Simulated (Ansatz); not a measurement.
## Notes on a calculation: BaS in the rocksalt structure

**The experiment.** The Crystallography Open Database holds a cell as deposited of cubic BaS (space group Fm-3m), temperature not stated (1963): a = 6.388 Å, 32.58 Å³/atom.

From a printed reference work, monograph, original work of 1988, for a bulk crystal of BaS at 2 K: band gap 3.806 eV (indirect).

Level of theory: DFT, PBE, scalar-relativistic, no spin polarisation; plane waves to 420 eV with PAW datasets (Ansatz 0.2.0), 10×10×10 k-mesh, Gaussian smearing of 0.05 eV; PAW files: Ansatz's generated set soft_2.

The start was a prototype's sites filled with these elements; the Crystallography Open Database holds the compound in this structure.

Starting cell, 1 % over the database's volume:

```
CELL_PARAMETERS angstrom
0.00000 3.20436 3.20436
3.20436 0.00000 3.20436
3.20436 3.20436 0.00000
ATOMIC_POSITIONS crystal
Ba 0.50000 0.50000 0.50000
S 0.00000 0.00000 0.00000
```

The steps in volume:

```
run  level    k-mesh        kind  V (Å³/atom)  P (GPa)  E − E(final) (meV/atom)  gap on the mesh (eV)
  1    PBE  10×10×10  fixed cell        32.90      0.4                      0.4                  2.22
  2    PBE  10×10×10  fixed cell        33.03      0.2                      0.1                  2.23
  3    PBE  10×10×10  fixed cell        33.21      0.0                      0.0                  2.23
```

Cell and atoms are those of this level's equilibrium.

The final structure (symmetry read at 0.01 Å). Symmetry: Fm-3m, No. 225, cubic system. The conventional cell has a = 6.428 Å, b = 6.428 Å, c = 6.428 Å, α = 90.00°, β = 90.00°, γ = 90.00°. Around Ba (site symmetry m-3m) lie 6 S at 3.21 Å. S (site symmetry m-3m) is surrounded by 6 Ba at 3.21 Å. (Shells end 15 % past the nearest neighbour.)

At the final geometry the gap, band path included, is 2.23 eV. The equation of state gives B0 = 42 GPa and B0′ = 4.5. The elastic tensor is positive definite (smallest eigenvalue 18.7 GPa). Against the elements' standard states, run alike and uncorrected, the formation energy is -2.13 eV/atom. 

**Why it comes out so.**

Formal charges Ba²⁺, S²⁻ balance and leave closed shells on every ion, so a band insulator is expected, and the gap is 2.23 eV.

Shannon's ionic radii give a check on the bond lengths: Ba²⁺ with 6 neighbours 1.35 Å + S²⁻ 1.84 Å = 3.19 Å against a computed mean of 3.21 Å. Sums and bonds agree within 3 %, so ion sizes set the bond lengths.

Bader charges against formal ones: Ba +1.42 (+2), S −1.42 (−2). The cations give up 71 % of the formal charge; Bader charges stay under formal ones because the anions' density reaches into the cations' basins.

**Comparison.** The computed cell (6.428 Å, 33.21 Å³/atom) differs from the database's by +1.9 % in volume, about +0.6 % in length. PBE usually overestimates volumes by a few per cent. The static lattice also lacks zero-point motion and thermal expansion, roughly 0.9 to 2.2 % in volume at 300 K (room temperature assumed) by Grüneisen's rule, γ·3k_BT/(B0·V0) with γ of 1 to 2.5, so its own overestimate is larger than the figure. Against the measured gap of BaS, 3.806 eV (indirect; 2 K; a printed reference work, monograph, original work of 1988), the calculated 2.23 eV is off by -1.57 eV. Kohn–Sham gaps of semilocal functionals mostly fall below measured ones. Spin–orbit coupling is left out here. Temperature and excitons aren't in the calculation.

Semilocal functionals underestimate band gaps, commonly by a third or more. Scalar-relativistic only: spin–orbit splittings of the heavy atoms' levels are missing.
